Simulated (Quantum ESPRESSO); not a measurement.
# Ir (P6_3/mmc) in Quantum ESPRESSO: further runs

The runs below take Ir through single point, equation of state, with LDA.

Everything below comes from runs of Quantum ESPRESSO 7.5. Logs are shortened: lines on timing, memory, paths and dates and some standing lists are left out, and cuts for length are marked.

**1. Starting point**

Symmetry: P6_3/mmc, No. 194, hexagonal system. The conventional cell has a = 2.751 Å, b = 2.751 Å, c = 4.462 Å, α = 90.00°, β = 90.00°, γ = 120.00°. Ir (site symmetry -6m2) is surrounded by 12 Ir at 2.74 to 2.75 Å.

This isn't the form of Ir at room conditions, which is fcc.

**2. Single point, LDA, 13.75 Å³/atom**

File pw.in:

```
&CONTROL
  calculation = 'scf'
  prefix = 'pwscf'
  outdir = './tmp'
  pseudo_dir = './pseudo'
  tstress = .true.
  disk_io = 'nowf'
/
&SYSTEM
  ibrav = 0
  nat = 2
  ntyp = 1
  ecutwfc = 45
  ecutrho = 360
  nbnd = 22
  occupations = 'smearing'
  smearing = 'fd'
  degauss = 0.00367493
/
&ELECTRONS
  conv_thr = 4d-10
  electron_maxstep = 120
  mixing_beta = 0.5
/
ATOMIC_SPECIES
Ir   192.2170 ir_lda_v1.2.uspp.F.UPF
CELL_PARAMETERS angstrom
   2.6952115654    0.0000000000    0.0000000000
  -1.3476057827    2.3341216842    0.0000000000
   0.0000000000    0.0000000000    4.3711972971
ATOMIC_POSITIONS crystal
Ir     0.3333333333    0.6666666667    0.2500000000
Ir     0.6666666667    0.3333333333    0.7500000000
K_POINTS automatic
11 11 6 0 0 0
```

Potentials or basis: GBRV 1.5 LDA.

Launch:

```console
OMP_NUM_THREADS=1 mpirun -n 2 pw.x -nk 2 -in pw.in > pw.out
```

pw.out:

```text
This program is part of the open-source Quantum ESPRESSO suite
     for quantum simulation of materials; please cite
         "P. Giannozzi et al., J. Phys.:Condens. Matter 21 395502 (2009);
         "P. Giannozzi et al., J. Phys.:Condens. Matter 29 465901 (2017);
         "P. Giannozzi et al., J. Chem. Phys. 152 154105 (2020);
     in publications or presentations arising from this work. More details at

     Message from routine setup:
     using ibrav=0 with symmetry is DISCOURAGED, use correct ibrav instead

     K-points division:     npool     =       2
     Subspace diagonalization in iterative solution of the eigenvalue problem:
     a serial algorithm will be used

     G-vector sticks info
     --------------------
     sticks:   dense  smooth     PW     G-vecs:    dense   smooth      PW
     Sum         649     313    109                21517     7511    1387

     Using Slab Decomposition

     bravais-lattice index     =            0
     lattice parameter (alat)  =       5.0932  a.u.
     unit-cell volume          =     185.5724 (a.u.)^3
     number of atoms/cell      =            2
     number of atomic types    =            1
     number of electrons       =        30.00
     number of Kohn-Sham states=           22
     kinetic-energy cutoff     =      45.0000  Ry
     charge density cutoff     =     360.0000  Ry
     scf convergence threshold =      4.0E-10
     mixing beta               =       0.5000
     number of iterations used =            8  plain     mixing
     Exchange-correlation= SLA  PZ   NOGX NOGC
                           (   1   1   0   0   0   0   0)

     celldm(1)=   5.093212  celldm(2)=   0.000000  celldm(3)=   0.000000
     celldm(4)=   0.000000  celldm(5)=   0.000000  celldm(6)=   0.000000

     crystal axes: (cart. coord. in units of alat)
               a(1) = (   1.000000   0.000000   0.000000 )
               a(2) = (  -0.500000   0.866025   0.000000 )
               a(3) = (   0.000000   0.000000   1.621838 )

     reciprocal axes: (cart. coord. in units 2 pi/alat)
               b(1) = (  1.000000  0.577350 -0.000000 )
               b(2) = (  0.000000  1.154701  0.000000 )
               b(3) = (  0.000000 -0.000000  0.616584 )

     PseudoPot. # 1 for Ir read from file:
     ir_lda_v1.2.uspp.F.UPF
     Pseudo is Ultrasoft + core correction, Zval = 15.0
     Generated by new atomic code, or converted to UPF format
     Using radial grid of  983 points,  7 beta functions with:
                l(1) =   0
                l(2) =   0
                l(3) =   1
                l(4) =   1
                l(5) =   1
                l(6) =   2
                l(7) =   2
     Q(r) pseudized with  8 coefficients,  rinner =    1.400   1.400   1.400
                                                       1.400   1.400

     atomic species   valence    mass     pseudopotential
     Ir               15.00   192.21700     Ir( 1.00)

     24 Sym. Ops., with inversion, found (12 have fractional translation)

   Cartesian axes

     site n.     atom                  positions (alat units)
         1        Ir     tau(   1) = (  -0.0000000   0.5773503   0.4054596  )
         2        Ir     tau(   2) = (   0.5000000   0.2886751   1.2163787  )

     number of k points=    64  Fermi-Dirac smearing, width (Ry)=  0.0037
                       cart. coord. in units 2pi/alat
        k(    1) = (   0.0000000   0.0000000   0.0000000), wk =   0.0027548
        k(    2) = (   0.0000000   0.0000000   0.1027640), wk =   0.0055096
        k(    3) = (   0.0000000   0.0000000   0.2055281), wk =   0.0055096
        k(    4) = (   0.0000000   0.0000000  -0.3082921), wk =   0.0027548
        k(    5) = (   0.0000000   0.1049728   0.0000000), wk =   0.0165289
        k(    6) = (   0.0000000   0.1049728   0.1027640), wk =   0.0330579
[... 56 lines left out ...]
        k(   63) = (   0.2727273   0.5773503   0.2055281), wk =   0.0330579
        k(   64) = (   0.2727273   0.5773503  -0.3082921), wk =   0.0165289

     Dense  grid:    21517 G-vectors     FFT dimensions: (  32,  32,  50)

     Smooth grid:     7511 G-vectors     FFT dimensions: (  24,  24,  36)

     Initial potential from superposition of free atoms

     starting charge      29.0000, renormalised to      30.0000

     negative rho (up, down):  7.300E-01 0.000E+00
     Starting wfcs are   24 randomized atomic wfcs

     Self-consistent Calculation

     iteration #  1     ecut=    45.00 Ry     beta= 0.50
     Davidson diagonalization with overlap
     ethr =  1.00E-02,  avg # of iterations =  4.8

     negative rho (up, down):  6.373E-01 0.000E+00

     total energy              =    -363.53608567 Ry
     estimated scf accuracy    <       1.25773948 Ry

     iteration #  2     ecut=    45.00 Ry     beta= 0.50
     Davidson diagonalization with overlap
     ethr =  4.19E-03,  avg # of iterations =  2.0

     negative rho (up, down):  6.217E-01 0.000E+00

     total energy              =    -363.75529674 Ry
     estimated scf accuracy    <       0.01036948 Ry
[... 37 lines left out ...]
     iteration #  7     ecut=    45.00 Ry     beta= 0.50
     Davidson diagonalization with overlap
     ethr =  4.29E-10,  avg # of iterations =  2.1

     negative rho (up, down):  6.163E-01 0.000E+00

     total energy              =    -363.75721862 Ry
     estimated scf accuracy    <          4.2E-10 Ry

     iteration #  8     ecut=    45.00 Ry     beta= 0.50
     Davidson diagonalization with overlap
     ethr =  1.41E-12,  avg # of iterations =  2.7

     negative rho (up, down):  6.163E-01 0.000E+00

     End of self-consistent calculation

          k = 0.0000 0.0000 0.0000 (   965 PWs)   bands (ev):

   -24.7701 -23.9928 -23.9928 -23.8775 -23.8649 -23.8649  14.0990  17.1138
    21.4629  21.5696  21.5696  22.2625  22.2625  23.1002  23.1002  24.7772
    25.8870  25.8870  32.9635  36.6917  36.6964  39.2945

          k = 0.0000 0.0000 0.1028 (   965 PWs)   bands (ev):

   -24.7129 -23.9843 -23.9843 -23.9401 -23.8735 -23.8735  14.4221  17.1382
    21.3148  21.4437  21.4437  22.0977  22.0977  23.4825  23.4825  23.6967
    25.8747  25.8747  34.4920  36.6915  36.6989  38.7491

          k = 0.0000 0.0000 0.2055 (   966 PWs)   bands (ev):

   -24.5549 -24.1090 -23.9610 -23.9610 -23.8970 -23.8970  15.3032  17.0435
    21.0082  21.3374  21.3374  21.7464  21.7464  21.9274  24.2882  24.2882
    25.6759  25.6759  36.6792  36.6910  37.6569  38.4602
[... 355 lines left out ...]
          k = 0.2727 0.5774 0.2055 (   949 PWs)   bands (ev):

   -24.5813 -24.5476 -24.4175 -24.2963 -24.0903 -24.0544  18.6330  19.2027
    19.6604  19.9441  21.1211  21.5369  22.9600  23.9641  25.7122  26.1456
    31.2049  31.5409  34.1907  35.3521  35.3858  36.7000

          k = 0.2727 0.5774-0.3083 (   946 PWs)   bands (ev):

   -24.5926 -24.5926 -24.3602 -24.3602 -24.0395 -24.0395  18.8157  18.8157
    20.0120  20.0120  21.2697  21.2697  23.1662  23.1662  25.9939  25.9939
    32.2754  32.2754  33.8194  33.8194  36.5547  36.5547

     the Fermi energy is    25.5899 ev

!    total energy              =    -363.75721862 Ry
     estimated scf accuracy    <          4.8E-11 Ry
     smearing contrib. (-TS)   =      -0.00171430 Ry
     internal energy E=F+TS    =    -363.75550432 Ry

     The total energy is F=E-TS. E is the sum of the following terms:
     one-electron contribution =     -10.17851748 Ry
     hartree contribution      =      34.16554298 Ry
     xc contribution           =    -100.66253274 Ry
     ewald contribution        =    -287.07999709 Ry

     convergence has been achieved in   8 iterations

     Computing stress (Cartesian axis) and pressure

     negative rho (up, down):  6.163E-01 0.000E+00
          total   stress  (Ry/bohr**3)                   (kbar)     P=       50.11
   0.00034244  -0.00000000   0.00000000           50.37       -0.00        0.00
  -0.00000000   0.00034244   0.00000000           -0.00       50.37        0.00
   0.00000000   0.00000000   0.00033699            0.00        0.00       49.57

=------------------------------------------------------------------------------=
   JOB DONE.
=------------------------------------------------------------------------------=
```

It took 24 s on 2 MPI ranks of Intel Xeon Platinum 8259CL at 2.50GHz (Skylake/Cascade Lake), shared host; peak memory 0.22 GiB.

What came out:

- Free energy: -4949.1691 eV
- Pressure: 5.0 GPa
- Band gap on the k mesh: none (metal or under the smearing width)

**3. Single point, LDA, 14.04 Å³/atom**

Changes to pw.in since step 2:

```diff
@@ -27,5 +27,5 @@
 CELL_PARAMETERS angstrom
-   2.6952115654    0.0000000000    0.0000000000
-  -1.3476057827    2.3341216842    0.0000000000
-   0.0000000000    0.0000000000    4.3711972971
+   2.7141925539    0.0000000000    0.0000000000
+  -1.3570962769    2.3505597024    0.0000000000
+   0.0000000000    0.0000000000    4.4019813909
 ATOMIC_POSITIONS crystal
```

Potentials or basis: GBRV 1.5 LDA.

Launch:

```console
OMP_NUM_THREADS=1 mpirun -n 2 pw.x -nk 2 -in pw.in > pw.out
```

It took 22 s on 2 MPI ranks of Intel Xeon Platinum 8259CL at 2.50GHz (Skylake/Cascade Lake), shared host; peak memory 0.22 GiB.

The run converged. Its results:

- Free energy: -4949.1722 eV
- Pressure: -3.5 GPa
- Band gap on the k mesh: none (metal or under the smearing width)

**4. Single point, LDA, 14.33 Å³/atom**

Changes to pw.in since step 3:

```diff
@@ -27,5 +27,5 @@
 CELL_PARAMETERS angstrom
-   2.7141925539    0.0000000000    0.0000000000
-  -1.3570962769    2.3505597024    0.0000000000
-   0.0000000000    0.0000000000    4.4019813909
+   2.7329117147    0.0000000000    0.0000000000
+  -1.3664558574    2.3667709712    0.0000000000
+   0.0000000000    0.0000000000    4.4323408426
 ATOMIC_POSITIONS crystal
```

Launch:

```console
OMP_NUM_THREADS=1 mpirun -n 2 pw.x -nk 2 -in pw.in > pw.out
```

It took 24 s on 2 MPI ranks of Intel Xeon Platinum 8259CL at 2.50GHz (Skylake/Cascade Lake), shared host; peak memory 0.22 GiB.

The run converged. Its results:

```yaml
Free_energy: -4949.1460 eV
Pressure: -11.0 GPa
Band_gap_on_the_k_mesh: none (metal or under the smearing width)
```

**5. Single point, LDA, 14.63 Å³/atom**

Changes to pw.in since step 4:

```diff
@@ -27,5 +27,5 @@
 CELL_PARAMETERS angstrom
-   2.7329117147    0.0000000000    0.0000000000
-  -1.3664558574    2.3667709712    0.0000000000
-   0.0000000000    0.0000000000    4.4323408426
+   2.7513778946    0.0000000000    0.0000000000
+  -1.3756889473    2.3827631521    0.0000000000
+   0.0000000000    0.0000000000    4.4622900000
 ATOMIC_POSITIONS crystal
```

Launch:

```console
OMP_NUM_THREADS=1 mpirun -n 2 pw.x -nk 2 -in pw.in > pw.out
```

Run time: 18 s. Hardware: 2 MPI ranks of Intel Xeon Platinum 8259CL at 2.50GHz (Skylake/Cascade Lake), shared host; peak memory 0.22 GiB.

It converged, with:

```yaml
Free_energy: -4949.0942 eV
Pressure: -17.6 GPa
Band_gap_on_the_k_mesh: none (metal or under the smearing width)
```

**6. Single point, LDA, 14.92 Å³/atom**

Changes to pw.in since step 5:

```diff
@@ -27,5 +27,5 @@
 CELL_PARAMETERS angstrom
-   2.7513778946    0.0000000000    0.0000000000
-  -1.3756889473    2.3827631521    0.0000000000
-   0.0000000000    0.0000000000    4.4622900000
+   2.7695994713    0.0000000000    0.0000000000
+  -1.3847997356    2.3985435004    0.0000000000
+   0.0000000000    0.0000000000    4.4918424506
 ATOMIC_POSITIONS crystal
```

Potentials or basis: GBRV 1.5 LDA.

Launch:

```console
OMP_NUM_THREADS=1 mpirun -n 2 pw.x -nk 2 -in pw.in > pw.out
```

It took 28 s on 2 MPI ranks of Intel Xeon Platinum 8259CL at 2.50GHz (Skylake/Cascade Lake), shared host; peak memory 0.22 GiB.

The run converged. Its results:

| Quantity | Value |
| --- | --- |
| Free energy | -4949.0197 eV |
| Pressure | -23.4 GPa |
| Band gap on the k mesh | none (metal or under the smearing width) |

**7. Single point, LDA, 15.21 Å³/atom**

Changes to pw.in since step 6:

```diff
@@ -27,5 +27,5 @@
 CELL_PARAMETERS angstrom
-   2.7695994713    0.0000000000    0.0000000000
-  -1.3847997356    2.3985435004    0.0000000000
-   0.0000000000    0.0000000000    4.4918424506
+   2.7875843874    0.0000000000    0.0000000000
+  -1.3937921937    2.4141188946    0.0000000000
+   0.0000000000    0.0000000000    4.5210110761
 ATOMIC_POSITIONS crystal
```

Launch:

```console
OMP_NUM_THREADS=1 mpirun -n 2 pw.x -nk 2 -in pw.in > pw.out
```

It took 24 s on 2 MPI ranks of Intel Xeon Platinum 8259CL at 2.50GHz (Skylake/Cascade Lake), shared host; peak memory 0.22 GiB.

The run converged. Its results:

```yaml
Free_energy: -4948.9254 eV
Pressure: -28.5 GPa
Band_gap_on_the_k_mesh: none (metal or under the smearing width)
```

**8. Single point, LDA, 15.50 Å³/atom**

Changes to pw.in since step 7:

```diff
@@ -27,5 +27,5 @@
 CELL_PARAMETERS angstrom
-   2.7875843874    0.0000000000    0.0000000000
-  -1.3937921937    2.4141188946    0.0000000000
-   0.0000000000    0.0000000000    4.5210110761
+   2.8053401807    0.0000000000    0.0000000000
+  -1.4026700903    2.4294958627    0.0000000000
+   0.0000000000    0.0000000000    4.5498081014
 ATOMIC_POSITIONS crystal
```

Launch:

```console
OMP_NUM_THREADS=1 mpirun -n 2 pw.x -nk 2 -in pw.in > pw.out
```

Run time: 21 s. Hardware: 2 MPI ranks of Intel Xeon Platinum 8259CL at 2.50GHz (Skylake/Cascade Lake), shared host; peak memory 0.22 GiB.

Results (log left out):

```yaml
Free_energy: -4948.8138 eV
Pressure: -32.9 GPa
Band_gap_on_the_k_mesh: none (metal or under the smearing width)
```

Caveat: the cell as given lies far from equilibrium.

**9. Equation of state, LDA**

Potentials or basis: GBRV 1.5 LDA.

No new run: the results of the series are fitted here.

Results:

```
Equilibrium volume                        : 13.92 Å³/atom
Bulk modulus at fixed shape and positions : 401 GPa
Pressure derivative of the bulk modulus   : 5.1
```

Energy against volume, from the lowest point:
```tsv
volume (Å³/atom)	energy (meV/atom)
13.749	1.56
14.042	0.00
14.335	13.12
14.627	39.02
14.920	76.27
15.212	123.39
15.505	179.22
```

Caveat: the cell was scaled at fixed shape and fractional positions, which overstates the stiffness of a crystal with free parameters, most of all of layers and chains.
